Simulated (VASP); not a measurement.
# Y (P6_3/mmc) in VASP: a series of runs, part 2 of 2

VASP 6.6.1. Earlier steps stand in the parts before.

### Step 3. Single point, PBEsol

File INCAR:

```
SYSTEM = Y
PREC     = Accurate       ! precision mode
ENCUT    = 450            ! plane-wave cutoff, eV
EDIFF    = 1E-5           ! SCF threshold, eV
ISMEAR   = -1             ! smearing method
SIGMA    = 0.15           ! smearing width, eV
LREAL    = .FALSE.        ! projectors in reciprocal space
LASPH    = .TRUE.         ! aspherical terms in the spheres
NELM     = 100            ! most SCF steps
ALGO     = Normal         ! electronic algorithm
ISIF     = 2              ! what is computed and relaxed
LWAVE    = .FALSE.        ! write WAVECAR
LCHARG   = .FALSE.        ! write CHGCAR
GGA      = PS             ! functional
NBANDS   = 18             ! bands
ADDGRID  = .FALSE.
```

File KPOINTS:

```
Automatic mesh
0
G
  13 13 7
  0 0 0
```

File POSCAR:

```
Y
1.0
    3.6474000000      0.0000000000      0.0000000000
   -1.8237000000      3.1587410578      0.0000000000
    0.0000000000      0.0000000000      5.7306000000
Y
2
Direct
    0.6666666667      0.3333333333      0.7500000000
    0.3333333333      0.6666666667      0.2500000000
```

Potentials or basis: VASP PAW PBE potentials, release 64 (Y_sv).

Run with:

```
$ cat potpaw_PBE.64/Y_sv/POTCAR > POTCAR
$ mpirun -np 1 vasp_std > vasp.out
```

OUTCAR:

```text
SYSTEM = Y
   PREC = Accurate
   ENCUT = 450
   EDIFF = 1E-5
   ISMEAR = -1
   LREAL = .FALSE.
   LASPH = .TRUE.
   NELM = 100
   ISIF = 2
   GGA = PS

 Found     84 irreducible k-points:

 Following reciprocal coordinates:
            Coordinates               Weight
  0.000000  0.000000  0.000000      1.000000
  0.076923 -0.000000  0.000000      6.000000
  0.153846  0.000000  0.000000      6.000000
  0.230769 -0.000000  0.000000      6.000000
  0.307692  0.000000  0.000000      6.000000
  0.384615 -0.000000  0.000000      6.000000
   k-points           NKPTS =     84   k-points in BZ     NKDIM =     84   number of bands    NBANDS=     18
   number of dos      NEDOS =    301   number of ions     NIONS =      2
   total plane-waves  NPLWV =  31360
   dimension x,y,z NGX =    28 NGY =   28 NGZ =   40
   dimension x,y,z NGXF=    56 NGYF=   56 NGZF=   80
   ions per type =               2
   NGX,Y,Z   is equivalent  to a cutoff of  12.76, 12.76, 11.60 a.u.
   NGXF,Y,Z  is equivalent  to a cutoff of  25.52, 25.52, 23.21 a.u.
 SYSTEM =  Y
   PREC   = accura    normal or accurate (medium, high low for compatibility)
   ISTART =      0    job   : 0-new  1-cont  2-samecut
   ICHARG =      2    charge: 1-file 2-atom 10-const
   ISPIN  =      1    spin polarized calculation?
   LNONCOLLINEAR =      F non collinear calculations
   LSORBIT =      F    spin-orbit coupling
   LASPH  =      T    aspherical Exc in radial PAW
   ENCUT  =  450.0 eV  33.07 Ry    5.75 a.u.   6.31  6.31  9.91*2*pi/ulx,y,z
   NELM   =    100;   NELMIN=  2; NELMDL= -5     # of ELM steps
   EDIFF  = 0.1E-04   stopping-criterion for ELM
   LREAL  =      F    real-space projection
   EDIFFG = 0.1E-03   stopping-criterion for IOM
   NSW    =      0    number of steps for IOM
   IBRION =     -1    ionic relax: 0-MD 1-quasi-New 2-CG
   NFREE  =      0    steps in history (QN), initial steepest desc. (CG)
   ISIF   =      2    stress and relaxation
   ISYM   =      2    0-nonsym 1-usesym 2-fastsym
   POTIM  = 0.5000    time-step for ionic-motion
   TEBEG  =    0.0;   TEEND  =   0.0 temperature during run
   PSTRESS=    0.0 pullay stress
   NELECT =      22.0000    total number of electrons
   NUPDOWN=      -1.0000    fix difference up-down
   EMIN   =  10.00;   EMAX   =-10.00  energy-range for DOS
   EFERMI =   0.00;   METHOD = LEGACY
   ISMEAR =    -1;   SIGMA  =   0.15  broadening in eV -4-tet -1-fermi 0-gaus
   EFERMI_NEDOS =   21; number of points for ismear=-14 and -15
   IALGO  =     38    algorithm
   IMIX   =      4    mixing-type and parameters
     AMIX     =   0.40;   BMIX     =  1.00
     AMIX_MAG =   1.60;   BMIX_MAG =  1.00
  volume/ion in A,a.u.               =      33.01       222.77
  Fermi-wavevector in a.u.,A,eV,Ry     =   1.134967  2.144777 17.526345  1.288150
  Thomas-Fermi vector in A             =   2.271671
   LORBIT       =      0    0 simple, 1 ext, 2 COOP (PROOUT), +10 PAW based schemes
   GGA     = PS    functional components
   LHFCALC =     F    Hartree Fock is set to
   AEXX    =    0.0000 exact exchange contribution
   IVDW    =     0    specifies the selected vdW correction
   LEPSILON=     F    determine dielectric tensor
   LRPA    =     F    only Hartree local field effects (RPA)
 non-spin polarized calculation
  energy-cutoff  :      450.00
  volume of cell :       66.02
 maximum number of plane-waves:      1444
 NGX is ok and might be reduce to    28
   NGX = 13   NGY = 13   NGZ = 19

 number of electron      22.0000000 magnetization

 Free energy of the ion-electron system (eV)
  ---------------------------------------------------
  ext. energy  EPLUGINS =         0.00000000
  ---------------------------------------------------
  free energy    TOTEN  =       -13.74931173 eV

  energy without entropy =      -13.49586191  energy(sigma->0) =      -13.62258682

 E-fermi :   2.8626     XC(G=0):  -9.5132

 val. band max:        2.8613934451   @ k =   0.4615   0.0769   0.4286
 cond. band min:       2.8701520194   @ k =   0.3077   0.1538   0.4286
 fundamental gap:      0.0087585743
 Fermi energy:         2.8625581752

 k-point     1 :       0.0000    0.0000    0.0000
  band No.  band energies     occupation
      1     -39.7435      2.00000
      2     -39.6713      2.00000
      3     -20.0403      2.00000
      4     -19.5621      2.00000
      5     -19.5621      2.00000
      6     -19.4738      2.00000
[... 10 lines left out ...]
     17       5.6339      0.00000
     18       5.6339      0.00000
[... 85 lines left out ...]
 k-point     6 :       0.3846   -0.0000    0.0000
  band No.  band energies     occupation
      1     -39.6940      2.00000
      2     -39.6601      2.00000
      3     -19.8895      2.00000
      4     -19.8395      2.00000
      5     -19.7928      2.00000
      6     -19.6645      2.00000
[... 10 lines left out ...]
     17       7.2019      0.00000
     18       7.4643      0.00000

 [... further k-points ...]

------------------------ aborting loop because EDIFF is reached ----------------------------------------

  FORCE on cell =-STRESS in cart. coord.  units (eV):
  Direction    XX          YY          ZZ          XY          YZ          ZX
  --------------------------------------------------------------------------------------
  -------------------------------------------------------------------------------------
  Total       -0.7654475     -0.7654475     -0.8214724      0.0000000      0.0000000      0.0000000
  in kB      -18.5749855    -18.5749855    -19.9345320      0.0000000      0.0000000      0.0000000
  external PRESSURE =     -19.0281676 kB  Pullay stress =       0.0000000 kB

 VOLUME and BASIS-vectors are now :
 -----------------------------------------------------------------------------
  energy-cutoff  :      450.00
  volume of cell :       66.02
      direct lattice vectors                 reciprocal lattice vectors
     3.647400000  0.000000000  0.000000000     0.274167900  0.158290911  0.000000000
    -1.823700000  3.158741058  0.000000000     0.000000000  0.316581822  0.000000000
     0.000000000  0.000000000  5.730600000     0.000000000  0.000000000  0.174501797

 POSITION                                       TOTAL-FORCE (eV/Angst)
 -----------------------------------------------------------------------------------
      1.82370      1.05291      4.29795        -0.000000      0.000000      0.000000
     -0.00000      2.10583      1.43265         0.000000     -0.000000      0.000000
 -----------------------------------------------------------------------------------
    total drift:                               -0.000000      0.000000     -0.000000

  FREE ENERGIE OF THE ION-ELECTRON SYSTEM (eV)
  ---------------------------------------------------
  free  energy   TOTEN  =       -13.7493117297 eV

  energy  without entropy=      -13.4958619123  energy(sigma->0) =      -13.62258682
```

stdout:

```text
POSCAR found type information on POSCAR Y
 POSCAR found :  1 types and       2 ions
 scaLAPACK will be used
 -----------------------------------------------------------------------------
|                                                                             |
|                                                                             |
|     You enforced a specific xc type in the INCAR file but a different       |
|     I HOPE YOU KNOW WHAT YOU ARE DOING!                                     |
|                                                                             |
 -----------------------------------------------------------------------------

 LDA part: xc-table for (Slater+PW92), standard interpolation
 POSCAR, INCAR and KPOINTS ok, starting setup
 FFT: planning ... GRIDC
 FFT: planning ... GRID_SOFT
 FFT: planning ... GRID
 WAVECAR not read
 entering main loop
```

Wall time 37 s (1 thread of AMD EPYC 9R45 (Zen 5), shared host); peak memory 0.2 GiB.

The run converged, but some of its settings lie outside the range that counts as converged, so its numbers aren't taken as properties of the crystal.

What came out:

```
Free energy            : -13.7493 eV
Pressure               : -1.9 GPa
Band gap on the k mesh : none (metal or under the smearing width)
```

Caveat: the PAW data sets were made with another functional, which shifts forces and pressure a little.

### Step 4. Single point, PBEsol

Changes to INCAR since step 3:

```diff
@@ -3,3 +3,3 @@
 ENCUT    = 450            ! plane-wave cutoff, eV
-EDIFF    = 1E-5           ! SCF threshold, eV
+EDIFF    = 1E-6           ! SCF threshold, eV
 ISMEAR   = -1             ! smearing method
@@ -15,2 +15,2 @@
 NBANDS   = 18             ! bands
-ADDGRID  = .FALSE.
+ADDGRID  = .TRUE.
```

KPOINTS is that of step 3.

POSCAR is that of step 3.

Run with:

```
$ cat potpaw_PBE.64/Y_sv/POTCAR > POTCAR
$ mpirun -np 1 vasp_std > vasp.out
```

Run time: 47 s. Hardware: 1 thread of AMD EPYC 9R45 (Zen 5), shared host; peak memory 0.35 GiB.

These settings aren't checked as converged: the numbers below hold their error.

Results:

```
Free energy            : -13.7493 eV
Pressure               : -2.0 GPa
Band gap on the k mesh : none (metal or under the smearing width)
```

Caveat: the PAW data sets were made with another functional, which shifts forces and pressure a little.

### Step 5. Single point, PBEsol

Changes to INCAR since step 4:

```diff
@@ -7,3 +7,3 @@
 LREAL    = .FALSE.        ! projectors in reciprocal space
-LASPH    = .TRUE.         ! aspherical terms in the spheres
+LASPH    = .FALSE.        ! aspherical terms in the spheres
 NELM     = 100            ! most SCF steps
@@ -15,2 +15,2 @@
 NBANDS   = 18             ! bands
-ADDGRID  = .TRUE.
+ADDGRID  = .FALSE.
```

KPOINTS is that of step 4.

POSCAR is that of step 4.

Run with:

```
$ cat potpaw_PBE.64/Y_sv/POTCAR > POTCAR
$ mpirun -np 1 vasp_std > vasp.out
```

It took 39 s on 1 thread of AMD EPYC 9R45 (Zen 5), shared host; peak memory 0.2 GiB.

These settings aren't checked as converged: the numbers below hold their error.

What came out:

* Free energy: -13.7493 eV
* Pressure: -2.0 GPa
* Band gap on the k mesh: none (metal or under the smearing width)

Caveat: the PAW data sets were made with another functional, which shifts forces and pressure a little.

### Step 6. Single point, PBEsol

File INCAR:

```
SYSTEM = Y
PREC     = Normal         ! precision mode
ENCUT    = 450            ! plane-wave cutoff, eV
EDIFF    = 1E-4           ! SCF threshold, eV
ISMEAR   = -1             ! smearing method
SIGMA    = 0.15           ! smearing width, eV
LREAL    = Auto         
LASPH    = .TRUE.         ! aspherical terms in the spheres
NELM     = 100            ! most SCF steps
ALGO     = Normal         ! electronic algorithm
ISIF     = 2              ! what is computed and relaxed
LWAVE    = .FALSE.        ! write WAVECAR
LCHARG   = .FALSE.        ! write CHGCAR
GGA      = PS             ! functional
NBANDS   = 18             ! bands
ADDGRID  = .FALSE.
```

KPOINTS is that of step 5.

POSCAR is that of step 5.

Potentials or basis: VASP PAW PBE potentials, release 64 (Y_sv).

Run with:

```
$ cat potpaw_PBE.64/Y_sv/POTCAR > POTCAR
$ mpirun -np 1 vasp_std > vasp.out
```

It took 25 s on 1 thread of AMD EPYC 9R45 (Zen 5), shared host; peak memory 0.14 GiB.

The run converged, but some of its settings lie outside the range that counts as converged, so its numbers aren't taken as properties of the crystal.

Results:

```
Free energy            : -13.7490 eV
Pressure               : -2.1 GPa
Band gap on the k mesh : none (metal or under the smearing width)
```

Caveat: the PAW data sets were made with another functional, which shifts forces and pressure a little.
